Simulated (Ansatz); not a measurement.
Runs of Ansatz 0.2.0 on Ca. It takes space group I4/mmm (No. 139, tetragonal). The conventional cell has a = 4.410 Å, b = 4.410 Å, c = 4.392 Å, α = 90.00°, β = 90.00°, γ = 90.00°. Around Ca (site symmetry 4/mmm) lie 8 Ca at 3.81 Å. This isn't the form of Ca at room conditions, which is fcc.

| task | level | potentials or basis | cell | k mesh | cutoff (eV) | smearing | atoms under strain | gap on the mesh (eV) | pressure (GPa) |
| --- | --- | --- | --- | --- | --- | --- | --- | --- | --- |
| elastic constants | m-r2SCAN | PseudoDojo stringent (PBE files) | as given | 6 × 6 × 6 | 925 | methfessel-paxton 0.01 eV | relaxed | none | 0.4 |
| projected density of states | r2SCAN0 | Ansatz PAW | as given | 6 × 6 × 6 | 500 | fermi-dirac 0.01 eV | - | none | 1.0 |
| projected density of states | r2SCAN0 | Ansatz PAW | volume scaled by 1.08 | 6 × 6 × 6 | 500 | methfessel-paxton 0.05 eV | - | none | (a) |
| ladder of functionals | PBE+D3(BJ) | Ansatz PAW polarizable | cell strained at random at fixed volume | 9 × 9 × 9 | 420 | cold 0.025 eV | - | none | -1.0 |
| relaxation of cell and atoms | HSE06 | Ansatz PAW earlier set | relaxed | 6 × 6 × 6 | 520 | gaussian 0.025 eV | - | none | 0.0 |

Alike in all rows: no spin polarisation.

Question: Estimate the missing entries.

Answer: (a) -0.5.

Caveats: the PAW data sets come from PBE, with cores solved anew for the run's functional, which leaves a small shift of forces and pressure (some runs); the thresholds are loose for stress (some runs); the meta-GGA runs on potentials made for a GGA (some runs); the elastic tensor has a negative eigenvalue, so either the cell is unstable as it stands or the mesh is too thin (some runs); the potentials were made for another functional, which shifts forces and pressure (some runs); pairwise dispersion overbinds metals, which lowers pressure and volume (some runs); the plane-wave basis is chosen anew once the cell has moved, so the energies of steps on either side of that aren't comparable (some runs).

A gap of «none» marks a metal or a gap under the smearing width.
